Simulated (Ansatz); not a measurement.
# Sn6O13: the cost of one run

Program: Ansatz 0.2.0. Level of theory: DFT PBEsol, scalar-relativistic, plane waves, PAW. These are calculated values, not measurements.

## 1. The system as given

The structure is monoclinic, space group Pm (No. 6). The conventional cell has a = 4.867 Å, b = 6.482 Å, c = 26.101 Å, α = 90.00°, β = 90.00°, γ = 90.00°. O (site symmetry m) has 2 Sn at 2.09 Å as nearest neighbours. Around Sn (site symmetry 1) lie 5 O at 2.09 to 2.10 Å. O (site symmetry m) has 3 Sn at 2.09 to 2.10 Å as nearest neighbours. O (site symmetry 1) is surrounded by 3 Sn at 2.09 to 2.10 Å. Sn (site symmetry m) has 6 O at 2.09 to 2.10 Å as nearest neighbours. Only part of the 15 independent sites is listed.

Structure file:

```cif
data_structure
_symmetry_space_group_name_H-M 'P 1'
_symmetry_Int_Tables_number 1
_cell_length_a 6.4818
_cell_length_b 4.8666
_cell_length_c 26.1012
_cell_angle_alpha 90.000
_cell_angle_beta 90.000
_cell_angle_gamma 90.000
_cell_volume 823.34
loop_
_atom_site_label
_atom_site_type_symbol
_atom_site_fract_x
_atom_site_fract_y
_atom_site_fract_z
_atom_site_occupancy
O1 O 0.25000 0.17896 0.34481 1
O2 O 0.75000 0.17896 0.34481 1
Sn1 Sn 0.00000 0.00000 0.38299 1
Sn2 Sn 0.50000 0.00000 0.38299 1
O3 O 0.25000 0.82104 0.42118 1
O4 O 0.75000 0.82104 0.42118 1
O5 O 0.00000 0.32104 0.43653 1
O6 O 0.50000 0.32104 0.43653 1
Sn3 Sn 0.25000 0.50000 0.47471 1
Sn4 Sn 0.75000 0.50000 0.47471 1
O7 O 0.00000 0.67896 0.51290 1
O8 O 0.50000 0.67896 0.51290 1
O9 O 0.25000 0.17896 0.52825 1
O10 O 0.75000 0.17896 0.52825 1
Sn5 Sn 0.00000 0.00000 0.56643 1
Sn6 Sn 0.50000 0.00000 0.56643 1
O11 O 0.25000 0.82104 0.60462 1
O12 O 0.75000 0.82104 0.60462 1
O13 O 0.75000 0.82104 0.65519 1
```

Slab cut from the bulk at the bulk's listed lattice constants, lower half held.

## 2. Relaxing the atoms

The input, input.yaml:

```yaml
crystal:
  lattice:
    - [6.481796, 0.0, 0.0]
    - [0.0, 4.866582, 0.0]
    - [0.0, 0.0, 26.1012020153]
  atoms:
    - { symbol: O, position: [0.25, 0.178958, 0.3448117062] }
    - { symbol: O, position: [0.75, 0.178958, 0.3448117062] }
    - { symbol: Sn, position: [0.0, 0.0, 0.382993821] }
    - { symbol: Sn, position: [0.5, 0.0, 0.382993821] }
    - { symbol: O, position: [0.25, 0.821042, 0.4211759358] }
    - { symbol: O, position: [0.75, 0.821042, 0.4211759358] }
    - { symbol: O, position: [0.0, 0.321042, 0.4365316934] }
    - { symbol: O, position: [0.5, 0.321042, 0.4365316934] }
    - { symbol: Sn, position: [0.25, 0.5, 0.4747138082] }
    - { symbol: Sn, position: [0.75, 0.5, 0.4747138082] }
    - { symbol: O, position: [0.0, 0.678958, 0.512895923] }
    - { symbol: O, position: [0.5, 0.678958, 0.512895923] }
    - { symbol: O, position: [0.25, 0.178958, 0.5282516806] }
    - { symbol: O, position: [0.75, 0.178958, 0.5282516806] }
    - { symbol: Sn, position: [0.0, 0.0, 0.5664337954] }
    - { symbol: Sn, position: [0.5, 0.0, 0.5664337954] }
    - { symbol: O, position: [0.25, 0.821042, 0.6046159103] }
    - { symbol: O, position: [0.75, 0.821042, 0.6046159103] }
    - { symbol: O, position: [0.75, 0.821042, 0.6551882938], spin: 2.0 }
basis:
  ecutwfc: 420.0
  fft_grid_basis: typed
kpoints:
  mp_grid: { grid: [4, 5, 1] }
hamiltonian:
  xc: pbesol
  pseudopotentials: { kind: paw }
scf:
  occupations: { method: gaussian, width: 0.05 }
output:
  forces: true
  eigenvalues: true
  populations: true
efield:
  axis: 3
  dipole_correction: true
  ramp_width: 0.04
magnetization:
  spin_polarized: true
relax:
  adjacent_minimum: "off"
  f_tol: 0.04
  max_steps: 40
  constraints: [{ sites: [0, 1, 2, 3, 4, 5, 6, 7] }]
```

On the command line:

```console
> ansatz run input.yaml --threads 4 --pin off --max-ram 8847MiB --backend cpu --events-out ev --progress --plain --runs-dir out
```

**Question.** How long does this run take on 4 threads of Arm Neoverse V2, shared host, and how much memory does it need?

About 18 min, with a peak of 2.5 GiB.
